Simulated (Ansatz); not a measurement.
## Worked example: C4H9Br + C2H7AlO → C4H10O + C2H6AlBr

Species: C4H9Br (1-bromobutane) `CCCCBr`, singlet; C2H7AlO `C[CH2][AlH][OH]`, singlet; C4H10O (1-butanol) `CCCCO`, singlet; C2H6AlBr `C[CH2][AlH][Br]`, singlet. The partners trade Br for OH: C–Br and Al–OH bonds give way to C–OH and Al–Br.

Shapes, held fixed at every level: PBE0-D4/def2-TZVP. Flexible molecules stand in one conformer, not always the lowest. Programs: Ansatz 0.2.0. The zero-point and thermal change to 298 K, harmonic and unscaled (PBE0-D4/def2-TZVP), is +4.4 kJ/mol.

At CCSD(T)/def2-TZVPP; 1 Eh = 2625.50 kJ/mol:

| species | energy (Eh) |
| --- | --- |
| C4H9Br | -2730.266627 |
| C2H7AlO | -397.462398 |
| C4H10O | -233.280457 |
| C2H6AlBr | -2894.445642 |

**Question.** Work out ΔH(298 K) of the reaction at this level.

**Answer.** 
1. Products less reactants: (-233.280457) + (-2894.445642) − [(-2730.266627) + (-397.462398)] = 0.002926 Eh = +7.7 kJ/mol.
2. With the thermal change: +7.7 + (+4.4) = +12.1 kJ/mol.

Other levels give -25.4 (HF/def2-SVP) to +18.1 kJ/mol (MP2/def2-TZVPP). No measured value is set beside it here. Relativity is left out for Br. Outer-core shells of Br are correlated, in sets that cover them unevenly.
